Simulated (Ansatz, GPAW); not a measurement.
# Geometry or basis: what sets the conductance of benzene-1,4-dithiol between two Pt chains, part 4 of 4

How well does benzene-1,4-dithiol between two Pt chains conduct once its atoms have relaxed, and how much do cheaper levels lose?

GPAW 26.7.0 and Ansatz 0.2.0; Ansatz plane waves; relaxation of the junction with the lead ends held; PAW set soft_1 (the session's first sound run).

So far, transmission at the Fermi level (one spin): step 3 (plane-wave reference (PBE)) 0.393; step 5 (single-zeta polarised basis, PBE, GPAW) 0.302; step 6 (minimal basis, PBE, GPAW) 0.314; step 7 (revPBE in the dzp basis: xc = "revPBE") 0.357; step 8 (without the relaxation: geometry = "as built", PBE, GPAW) 0.926.

### 11. A varied run

One more run, with changed settings.

This step: GPAW LCAO, PAW setups; Landauer transmission from Green's functions with principal layers (ASE), zero bias (GPAW 26.7.0).

Contents of run.py:

```python
import json
import numpy as np
from ase import Atoms
from ase.transport.calculators import TransportCalculator
from gpaw import GPAW, FermiDirac
from gpaw.lcao.tools import get_lcao_hamiltonian
from scipy.linalg import eigh

# The junction with lead layers at both ends, along the third cell vector
device = Atoms(
    ['Pt', 'Pt', 'Pt', 'Pt', 'Pt', 'Pt', 'Pt', 'Pt', 'S', 'H', 'C', 'C', 'H', 'C', 'C', 'H', 'C', 'C', 'H', 'S', 'Pt', 'Pt', 'Pt', 'Pt', 'Pt', 'Pt', 'Pt', 'Pt'],
    positions=[
        [5.72020, 4.50000, 1.20000],
        [5.72020, 4.50000, 3.60000],
        [5.72020, 4.50000, 6.00000],
        [5.72020, 4.50000, 8.40000],
        [5.72020, 4.50000, 10.80000],
        [5.72020, 4.50000, 13.20000],
        [4.65782, 4.82467, 15.31948],
        [5.41032, 4.60437, 17.62276],
        [4.38169, 4.67697, 19.54324],
        [7.28731, 4.71046, 20.47342],
        [5.20091, 4.70024, 21.08290],
        [6.60065, 4.70629, 21.31998],
        [3.25899, 4.70739, 22.06003],
        [4.33753, 4.70511, 22.22256],
        [7.09471, 4.71144, 22.61032],
        [8.17323, 4.71895, 22.77277],
        [4.83160, 4.70267, 23.51287],
        [6.23138, 4.70311, 23.75001],
        [4.14491, 4.70393, 24.35941],
        [7.05097, 4.68339, 25.28975],
        [6.02403, 4.60610, 27.21093],
        [6.77829, 4.83542, 29.51303],
        [5.72020, 4.50000, 31.63396],
        [5.72020, 4.50000, 34.03396],
        [5.72020, 4.50000, 36.43396],
        [5.72020, 4.50000, 38.83396],
        [5.72020, 4.50000, 41.23396],
        [5.72020, 4.50000, 43.63396]],
    cell=[[11.4404, 0.0, 0.0], [0.0, 9.0, 0.0], [0.0, 0.0, 44.83396]],
    pbc=True)

# One principal layer of the lead: the first 5 atoms of the device
lead = Atoms(
    ['Pt', 'Pt', 'Pt', 'Pt', 'Pt'],
    positions=[
        [5.72020, 4.50000, 1.20000],
        [5.72020, 4.50000, 3.60000],
        [5.72020, 4.50000, 6.00000],
        [5.72020, 4.50000, 8.40000],
        [5.72020, 4.50000, 10.80000]],
    cell=[[11.4404, 0.0, 0.0], [0.0, 9.0, 0.0], [0.0, 0.0, 12.0]],
    pbc=True)

settings = dict(mode='lcao', basis='dzp', xc='PBE', h=0.2,
                occupations=FermiDirac(2.0), maxiter=100,
                mixer=dict(beta=0.1, nmaxold=8, weight=100.0),
                convergence=dict(density=0.0001))
energies = np.arange(-2, 2 + 1e-9, 0.025)
eta = 0.0001
n1, n2 = 1, 1
# k and -k transmit alike, so half of the mesh across the current serves
mesh = [(i, j) for i in range(n1) for j in range(n2) if (i, j) <= (-i % n1, -j % n2)]
weights = np.array([1 if (i, j) == (-i % n1, -j % n2) else 2 for i, j in mesh]) / (n1 * n2)

# [... helper functions left out ...]
fermi_lead = ground_state(lead, (1, 1, 10), 'lead.txt')
fermi_device = ground_state(device, (1, 1, 2), 'device.txt')
# [... loop over the mesh left out, but for ...]
        # Shift the lead onto the potential of the device's first layer
        shift = ((H[:, 0, 0] - H0[:, 0, 0]) / S0[0, 0]).real.mean()
# [...]
kT = 8.617333e-5 * 300
bias = [0.1, 0.2, 0.5, 1.0, 1.5, 2.0]
# [... integrals and printing left out ...]
```

Launch:

```bash
$ OMP_NUM_THREADS=1 OPENBLAS_NUM_THREADS=1 python run.py
```

Log:

```text
basis functions: device 556, principal layer 135
Fermi level: lead -4.4545 eV, device -3.8574 eV; lead shifted by -0.0990 eV
largest coupling past the next layer 8.43e-06 eV, largest misfit of the first layer 0.224 eV
  E-E_F (eV)   T (one spin)  channels
    -2.000    9.3306e-01    4.0000
    -1.975    7.7660e-01    4.0000
    -1.950    6.0326e-01    4.0000
    -1.925    4.5644e-01    4.0000
    -1.900    3.4464e-01    4.0000
    -1.875    2.6239e-01    4.0000
    -1.850    2.0203e-01    4.0000
    -1.825    1.5731e-01    4.0000
    -1.800    1.2378e-01    4.0000
    -1.775    9.8363e-02    4.0000
    -1.750    7.8922e-02    4.0000
    -1.725    6.3973e-02    4.0000
    -1.700    5.2466e-02    4.0000
    -1.675    4.3699e-02    4.0000
    -1.650    3.7817e-02    4.0000
    -1.625    3.0103e-02    3.0000
[...]
1.825    1.1673e-02    1.0000
     1.850    1.1897e-02    1.0000
     1.875    1.2265e-02    1.0000
     1.900    1.2819e-02    1.0000
     1.925    1.3647e-02    1.0000
     1.950    1.4944e-02    1.0000
     1.975    1.7294e-02    1.0000
     2.000    2.3577e-02    1.0000
conductance at 300 K: 0.00021079 G0 a cell; thermopower 11.84 uV/K
current from the zero-bias T(E) at 0.1 V: 0.0016353 uA
current from the zero-bias T(E) at 0.2 V: 0.0032834 uA
current from the zero-bias T(E) at 0.5 V: 0.0084406 uA
current from the zero-bias T(E) at 1.0 V: 0.018815 uA
current from the zero-bias T(E) at 1.5 V: 0.035546 uA
current from the zero-bias T(E) at 2.0 V: 0.18785 uA
```

The job ended after 4 min (1 thread of Arm Neoverse V2, shared host; peak memory 1.9 GiB).

The run finished. A setting was moved off its sound value on purpose, so it serves as a test and not as the result.

The fault put into the input: a smearing of electronvolts (width = 2.0).

Side by side:

```csv
quantity,this run,sound run,difference
conductance (G₀),2.108e-4,0.39176,-0.392
thermopower (μV/K),11.836,54.287,-42.5
largest coupling past the next principal layer (eV),8.426e-6,8.089e-6,3.4e-7
largest misfit of the first principal layer (eV),0.22361,0.11827,0.105
shift that aligns the lead (eV),-0.099005,0.0013781,-0.100
transmission at the Fermi level (one spin),2.101e-4,0.35365,-0.353
```

The two runs differ clearly in the conductance: 2.1e-4 G₀ against 0.392 G₀.

### 12. What came out

```json
{
 "conductance": "0.392 G₀",
 "transmission at the Fermi level, mean of the spins": "0.354",
 "thermopower": "54.3 μV/K"
}
```

**Reading.** In the dzp basis the junction conducts 0.392 G₀ at 300 K, with T = 0.354 a spin at the Fermi level; no smaller basis tried comes within 10 % of that conductance. Relaxation moved atoms by up to 1.1 Å and took the conductance from 0.897 to 0.392 G₀, as a ratio a larger change than the step from dzp to the minimal basis. The conductance differs from T at the Fermi level because it averages T(E) over the thermal window, about 0.09 eV wide, in which T changes. Plane waves (PBE) give T = 0.393 there. At the Fermi level one eigenchannel carries the current (0.35). The positive thermopower says that the thermally weighted transmission is larger below the Fermi level, as for hole-like transport. Measured against the first run (pw-pbe), the nearest curve is that of dzp-revPBE (r.m.s. 0.099) and the farthest that of sz (0.23). Over the compared runs wall time goes from 133 s (sz) to 4204 s (pw-pbe), on a shared host; the plane-wave run used 4 threads and the orbital runs 1. The leads kept an estimated spacing and the cell its length, so the junction may be under some tension or compression. The run had no spin polarisation, so a magnetic state, which chains and small molecules with open shells often have, wasn't tested. Spin-orbit coupling is left out, which matters for the heavy atoms here. Semilocal functionals put molecular levels too near the Fermi level, so such conductances usually come out too high, and chain electrodes have a sharper density of states than real ones. An evenly spaced straight chain is an idealisation: free chains tend to dimerise, zigzag or, where a band edge lies near the Fermi level, turn magnetic. The currents use the zero-bias T(E) throughout, which holds only while the bias is small against the distance to the nearest feature.

[Logs are printed without paths, hosts, clocks, repeated set-up lines and the standing remarks that a program may print on its own settings, such as how far it seeks lower states.]

[Hosts, paths, dates, database ids (printed as entryN), source tags and the programs' standing remarks are cut or masked in the printed files.]
